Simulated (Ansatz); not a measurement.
# Fe in Ansatz: the effect of functional

Crystal: Fe.

```
Fe
1.0
    -1.43332    1.43332    1.43332
     1.43332   -1.43332    1.43332
     1.43332    1.43332   -1.43332
Fe
1
Direct
  0.00000 0.00000 0.00000
```

The cell isn't the ideal one: volume scaled by 0.98.

Alike in all runs:

* Program: Ansatz 0.2.0
* Task: single point
* Potentials or basis: Ansatz PAW
* k mesh: 13 × 13 × 13
* Occupations: fermi-dirac, width 0.05 eV
* Spin: collinear spin, ferromagnetic start
* Starting moments: [3.0] μB

```csv
functional,cutoff,pressure (GPa),moment (μB)
LDA,420 eV (not typed: the program's choice for these potentials),-23.7,2.16
r2SCAN,500 eV (not typed: the program's choice for these potentials),-0.1,2.65
PBE,420 eV (not typed: the program's choice for these potentials),?,?
```

Problem. What does the run with functional PBE give?

Solution. Pressure -7.1 GPa; moment 2.19 μB.

Caveats: the PAW data sets come from PBE, with cores solved anew for the run's functional, which leaves a small shift of forces and pressure (some runs); the magnetic or orbital state may not be the lowest (some runs).
